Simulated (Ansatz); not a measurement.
Runs of Ansatz 0.2.0 on Pb. Symmetry: P6_3/mmc, No. 194, hexagonal system. The conventional cell has a = 3.480 Å, b = 3.480 Å, c = 5.590 Å, α = 90.00°, β = 90.00°, γ = 120.00°. Around Pb (site symmetry -6m2) lie 12 Pb at 3.44 to 3.48 Å. This isn't the form of Pb at room conditions, which is fcc.

```tsv
task	level	spin	cell	cutoff (eV)	points for each segment of the path	gap on the mesh (eV)	pressure (GPa)	relaxed volume (Å³/atom)
relaxation of cell and atoms	r2SCAN	off	relaxed	500	-	none	0.0	30.90
band structure	r2SCAN	SOC, no magnetisation	as given	500	14	none	3.4	-
band structure	r2SCAN	off	as given	500	14	none	(a)	-
relaxation of cell and atoms	LDA	off	relaxed	420	-	none	0.0	28.86
relaxation of cell and atoms	PBE	off	relaxed	420	-	none	0.0	31.78
relaxation of cell and atoms	PBEsol	off	relaxed	420	-	none	0.0	29.81
relaxation of cell and atoms	BLYP	off	relaxed	420	-	none	0.0	(b)
relaxation of cell and atoms	revPBE	off	relaxed	420	-	none	0.0	32.68
```

Alike in all rows: potentials or basis Ansatz PAW; k mesh 9 × 9 × 5; smearing fermi-dirac 0.05 eV.

Task: Fill in the values left out.

Result: (a) 2.9; (b) 34.94.

Caveats: the PAW data sets come from PBE, with cores solved anew for the run's functional, which leaves a small shift of forces and pressure (some runs); the plane-wave basis is chosen anew once the cell has moved, so the energies of steps on either side of that aren't comparable (some runs); spin-orbit coupling is left out, which moves the levels of the heavy elements (some runs); the volume moved by over 15 % at a fixed basis, so the end points are rough (some runs).

A k mesh can miss the band edges, and rows without SOC leave out spin-orbit coupling on Pb.

A gap of «none» marks a metal or a gap under the smearing width.
